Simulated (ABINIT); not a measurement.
# C in ABINIT: further runs

The runs below take C through single point, relaxation of cell and atoms, with LDA.

All numbers are computed with ABINIT 10.8.3 (patched build); they aren't measurements. Logs are shortened: lines on timing, memory, paths and dates and some standing lists are left out, and cuts for length are marked. The log counts tension as positive stress, the text compression.

## 1. The slab as given

The cell holds a slab with vacuum, 4 atoms: a = 2.456 Å, b = 2.456 Å, c = 24.134 Å, α = 90.00°, β = 90.00°, γ = 120.00°.

## 2. Single point, LDA

File run.abi:

```
pp_dirpath "./"
pseudos "C.upf"

acell 2.456227506 2.456227506 24.1339601687 Angstrom
rprim
     1.0000000000     0.0000000000     0.0000000000
    -0.5000000000     0.8660254038     0.0000000000
     0.0000000000     0.0000000000     1.0000000000
ntypat 1
znucl 6
natom 4
typat 1 1 1 1
xred
     0.6666666667     0.3333333333     0.5704754400
     0.3333333333     0.6666666667     0.4295245600
     0.0000000000     0.0000000000     0.4295312300
     0.0000000000     0.0000000000     0.5704687700

ecut 41.0

kptopt 1
ngkpt 9 9 2
nshiftk 1
shiftk 0.0 0.0 0.0

ixc 7

nband 12
occopt 3
tsmear 0.00183747

nstep 100
tolvrs 1.0e-10

iomode 3
prtwf 0
prtden 0
prteig 0
prtebands 0
enunit 1
```

Potentials or basis: PseudoDojo NC SR LDA v0.4.1 standard.

The run is started by

```sh
abinit run.abi > log 2>&1
```

run.abo:

```text
.Version 10.8.3 of ABINIT
 Symmetries : space group P-3 m 1 (#164); Bravais hP (primitive hexag.)
================================================================================
 Values of the parameters that define the memory need of the present run
     intxc =       0    ionmov =       0      iscf =       7    lmnmax =       4
     lnmax =       4     mgfft =     270  mpssoang =       2    mqgrid =   13146
     natom =       4  nloc_mem =       1    nspden =       1   nspinor =       1
    nsppol =       1      nsym =      12    n1xccc =    2501    ntypat =       1
    occopt =       3   xclevel =       1
       mpw =       10733          nfft =      243000          nkpt =          24
================================================================================
================================================================================

--------------------------------------------------------------------------------
------------- Echo of variables that govern the present computation ------------
--------------------------------------------------------------------------------
 -outvars: echo values of preprocessed input variables --------
            acell      4.6415972893E+00  4.6415972893E+00  4.5606575052E+01 Bohr
              amu      1.20110000E+01
             ecut      4.10000000E+01 Hartree
           enunit           1
              ixc           7
         kptrlatt        9    0    0      0    9    0      0    0    2
          kptrlen      4.17743756E+01
            natom           4
            nband          12
            ngfft          30      30     270
             nkpt          24
            nstep         100
             nsym          12
           ntypat           1
           occopt           3
           prtden           0
        prtebands           0
           prteig           0
            prtwf           0
            rprim      1.0000000000E+00  0.0000000000E+00  0.0000000000E+00
                      -5.0000000000E-01  8.6602540380E-01  0.0000000000E+00
                       0.0000000000E+00  0.0000000000E+00  1.0000000000E+00
          spgroup         164
           tolvrs      1.00000000E-10
           tsmear      1.83747000E-03 Hartree
            typat      1  1  1  1
           xangst      1.2281137530E+00  7.0905180590E-01  1.3767831546E+01
                      -2.8045122815E-16  1.4181036118E+00  1.0366128623E+01
                       2.2724669424E-17  3.9360282028E-17  1.0366289596E+01
                       2.2724669424E-17  3.9360282028E-17  1.3767670573E+01
            xcart      2.3207986446E+00  1.3399137222E+00  2.6017430970E+01
                      -5.2997601288E-16  2.6798274445E+00  1.9589144082E+01
                       4.2943401513E-17  7.4380153272E-17  1.9589448278E+01
                       4.2943401513E-17  7.4380153272E-17  2.6017126774E+01
             xred      6.6666666667E-01  3.3333333333E-01  5.7047544000E-01
                       3.3333333333E-01  6.6666666667E-01  4.2952456000E-01
                       1.8503717077E-17  1.8503717077E-17  4.2953123000E-01
                       1.8503717077E-17  1.8503717077E-17  5.7046877000E-01
            znucl        6.00000

================================================================================

 chkinp: Checking input parameters for consistency.

================================================================================
== DATASET  1 ==================================================================

--- !DatasetInfo
iteration_state: {dtset: 1, }
dimensions: {natom: 4, nkpt: 24, mband: 12, nsppol: 1, nspinor: 1, nspden: 1, mpw: 10733, }
cutoff_energies: {ecut:  41.0, pawecutdg:  -1.0, }
electrons: {nelect:   1.60000000E+01, charge:   0.00000000E+00, occopt:   3.00000000E+00, tsmear:   1.83747000E-03, }
meta: {optdriver: 0, ionmov: 0, optcell: 0, iscf: 7, paral_kgb: 0, }
...

 Exchange-correlation functional for the present dataset will be:
  LDA: Perdew-Wang 92 LSD fit to Ceperley-Alder data - ixc=7
  J.P.Perdew and Y.Wang, PRB 45, 13244 (1992)

 Real(R)+Recip(G) space primitive vectors, cartesian coordinates (Bohr,Bohr^-1):
 R(1)=  4.6415973  0.0000000  0.0000000  G(1)=  0.2154431  0.1243861  0.0000000
 R(2)= -2.3207986  4.0197412  0.0000000  G(2)=  0.0000000  0.2487722  0.0000000
 R(3)=  0.0000000  0.0000000 45.6065751  G(3)=  0.0000000  0.0000000  0.0219267
 Unit cell volume ucvol=  8.5092838E+02 bohr^3
 Angles (23,13,12)=  9.00000000E+01  9.00000000E+01  1.20000000E+02 degrees

 getcut: wavevector=  0.0000  0.0000  0.0000  ngfft=  30  30 270
         ecut(hartree)=     41.000   => boxcut(ratio)=   2.05390

--- Pseudopotential description ------------------------------------------------
- pspini: atom type   1  psp file is ./C.upf
12 -1012 1 -1 1234                            pspcod,pspxc,lmax,lloc,mmax
     nproj     2     2

   2.78465922E+02                                ecore*ucvol(ha*bohr**3)
[... 57 lines left out ...]
- [  0.0000000,   0.0000000,  45.6065751, ]
lattice_lengths: [   4.64160,    4.64160,   45.60658, ]
lattice_angles: [ 90.000,  90.000, 120.000, ] # degrees, (23, 13, 12)
lattice_volume:   8.5092838E+02
convergence: {deltae: -3.695E-13, res2:  8.782E-11, residm:  9.202E-09, diffor: null, }
etotal    :  -2.41242710E+01
entropy   :   0.00000000E+00
fermie    :  -7.09793399E-02
cartesian_stress_tensor: # hartree/bohr^3
- [  3.65935419E-05,   0.00000000E+00,   0.00000000E+00, ]
- [  0.00000000E+00,   3.65935419E-05,   0.00000000E+00, ]
- [  0.00000000E+00,   0.00000000E+00,   6.65354471E-06, ]
pressure_GPa:  -7.8300E-01
xred      :
- [  6.6667E-01,   3.3333E-01,   5.7048E-01,  C]
- [  3.3333E-01,   6.6667E-01,   4.2952E-01,  C]
- [  1.8504E-17,   1.8504E-17,   4.2953E-01,  C]
- [  1.8504E-17,   1.8504E-17,   5.7047E-01,  C]
cartesian_forces: # hartree/bohr
- [ -1.16022354E-27,  -9.37797524E-28,  -2.04436373E-05, ]
- [  1.62431296E-27,   6.69855374E-28,   2.04436373E-05, ]
- [ -2.32044708E-28,   1.33971075E-28,   6.55148350E-04, ]
- [ -2.32044708E-28,   1.33971075E-28,  -6.55148350E-04, ]
force_length_stats: {min:   2.04436373E-05, max:   6.55148350E-04, mean:   3.37795993E-04, }
...

 Integrated electronic density in atomic spheres:
 ------------------------------------------------
 Atom  Sphere_radius  Integrated_density
    1        2.00000          4.77639192
    2        2.00000          4.77639192
    3        2.00000          4.77470846
    4        2.00000          4.77470846
================================================================================

 ----iterations are completed or convergence reached----

 Mean square residual over all n,k,spin=   73.614E-12; max=  92.016E-10
 reduced coordinates (array xred) for    4 atoms
       0.666666666667      0.333333333333      0.570475440000
       0.333333333333      0.666666666667      0.429524560000
       0.000000000000      0.000000000000      0.429531230000
       0.000000000000      0.000000000000      0.570468770000
 rms dE/dt=  1.2204E-02; max dE/dt=  2.9879E-02; dE/dt below (all hartree)
    1       0.000000000000      0.000000000000      0.000932364277
    2      -0.000000000000      0.000000000000     -0.000932364277
    3      -0.000000000000      0.000000000000     -0.029879072379
    4      -0.000000000000      0.000000000000      0.029879072379

 cartesian coordinates (angstrom) at end:
    1      1.22811375300000     0.70905180590277    13.76783154618161
    2     -0.00000000000000     1.41810361180554    10.36612862251839
    3      0.00000000000000     0.00000000000000    10.36628959603272
    4      0.00000000000000     0.00000000000000    13.76767057266728

 cartesian forces (hartree/bohr) at end:
    1     -0.00000000000000    -0.00000000000000    -0.00002044363727
    2      0.00000000000000     0.00000000000000     0.00002044363727
    3     -0.00000000000000     0.00000000000000     0.00065514834966
    4     -0.00000000000000     0.00000000000000    -0.00065514834966
 frms,max,avg= 2.6759338E-04 6.5514835E-04   0.000E+00  0.000E+00  0.000E+00 h/b

 cartesian forces (eV/Angstrom) at end:
    1     -0.00000000000000    -0.00000000000000    -0.00105125409583
    2      0.00000000000000     0.00000000000000     0.00105125409583
    3     -0.00000000000000     0.00000000000000     0.03368908266584
    4     -0.00000000000000     0.00000000000000    -0.03368908266584
 frms,max,avg= 1.3760205E-02 3.3689083E-02   0.000E+00  0.000E+00  0.000E+00 e/A
 length scales=  4.641597289262  4.641597289262 45.606575052410 bohr
              =  2.456227506000  2.456227506000 24.133960168700 angstroms
 Fermi (or HOMO) energy (eV) =  -1.93145   Average Vxc (eV)=  -3.37752
 Eigenvalues (   eV  ) for nkpt=  24  k points:
 kpt#   1, nband= 12, wtk=  0.00617, kpt=  0.0000  0.0000  0.0000 (reduced coord)
 -21.39250  -21.24892  -10.11747   -9.16969   -4.93434   -4.93434   -4.92646   -4.92646
   1.54163    2.06729    2.73674    3.39309
 prteigrs : prtvol=0 or 1, do not print more k-points.

--- !EnergyTerms
iteration_state     : {dtset: 1, }
comment             : Components of total free energy in Hartree
kinetic             :  1.69502121830715E+01
hartree             :  1.87765324649171E+02
xc                  : -8.55824299074262E+00
Ewald energy        :  1.68949937776667E+02
psp_core            :  3.27249543010388E-01
local_psp           : -3.88241519284925E+02
non_local_psp       : -1.31710485422242E+00
internal            : -2.41241429779713E+01
'-kT*entropy'       : -1.28036058727312E-04
total_energy        : -2.41242710140300E+01
total_energy_eV     : -6.56454856465494E+02
band_energy         : -6.48462206569893E+00
...

 Cartesian components of stress tensor (hartree/bohr^3)
  sigma(1 1)=  3.65935419E-05  sigma(3 2)=  0.00000000E+00
  sigma(2 2)=  3.65935419E-05  sigma(3 1)=  0.00000000E+00
  sigma(3 3)=  6.65354471E-06  sigma(2 1)=  0.00000000E+00

-Cartesian components of stress tensor (GPa)         [Pressure= -7.8300E-01 GPa]
- sigma(1 1)=  1.07661917E+00  sigma(3 2)=  0.00000000E+00
- sigma(2 2)=  1.07661917E+00  sigma(3 1)=  0.00000000E+00
- sigma(3 3)=  1.95754044E-01  sigma(2 1)=  0.00000000E+00

== END DATASET(S) ==============================================================
================================================================================

 -outvars: echo values of variables after computation  --------
            acell      4.6415972893E+00  4.6415972893E+00  4.5606575052E+01 Bohr
           etotal     -2.4124271014E+01
            fcart     -1.1602235417E-27 -9.3779752379E-28 -2.0443637269E-05
                       1.6243129584E-27  6.6985537414E-28  2.0443637269E-05
                      -2.3204470835E-28  1.3397107483E-28  6.5514834966E-04
                      -2.3204470835E-28  1.3397107483E-28 -6.5514834966E-04
            rprim      1.0000000000E+00  0.0000000000E+00  0.0000000000E+00
                      -5.0000000000E-01  8.6602540380E-01  0.0000000000E+00
                       0.0000000000E+00  0.0000000000E+00  1.0000000000E+00
           strten      3.6593541912E-05  3.6593541897E-05  6.6535447120E-06
                       0.0000000000E+00  0.0000000000E+00  0.0000000000E+00
           xangst      1.2281137530E+00  7.0905180590E-01  1.3767831546E+01
                      -2.8045122815E-16  1.4181036118E+00  1.0366128623E+01
                       2.2724669424E-17  3.9360282028E-17  1.0366289596E+01
                       2.2724669424E-17  3.9360282028E-17  1.3767670573E+01
             xred      6.6666666667E-01  3.3333333333E-01  5.7047544000E-01
                       3.3333333333E-01  6.6666666667E-01  4.2952456000E-01
                       1.8503717077E-17  1.8503717077E-17  4.2953123000E-01
                       1.8503717077E-17  1.8503717077E-17  5.7046877000E-01
 Calculation completed.
```

Wall time 2.3 min (1 thread of AMD EPYC 9R45 (Zen 5), shared host); peak memory 0.16 GiB.

Results:

| Item | Value |
| --- | --- |
| Free energy | -656.4549 eV |
| Largest force | 0.034 eV/Å |
| Band gap on the k mesh | none (metal or under the smearing width) |
| All electrons inside the program's atomic spheres | C 4.78, 4.77 (radii [1.0584] Å) |

Forces in eV/Å, atoms in the order of the input:
```
C    0.000  0.000 -0.001
C    0.000  0.000  0.001
C    0.000  0.000  0.034
C    0.000  0.000 -0.034
```

Levels at points of the mesh, in eV from the Fermi level:
```
           k point  band 6  band 7  band 8  band 9  band 10  band 11
(0.00, 0.00, 0.00)   -3.00   -3.00   -3.00    3.47     4.00     4.67
(0.00, 0.00, 0.50)   -3.00   -2.99   -2.99    3.47     3.99     4.75
```

(Continued in part 2 of 2.)
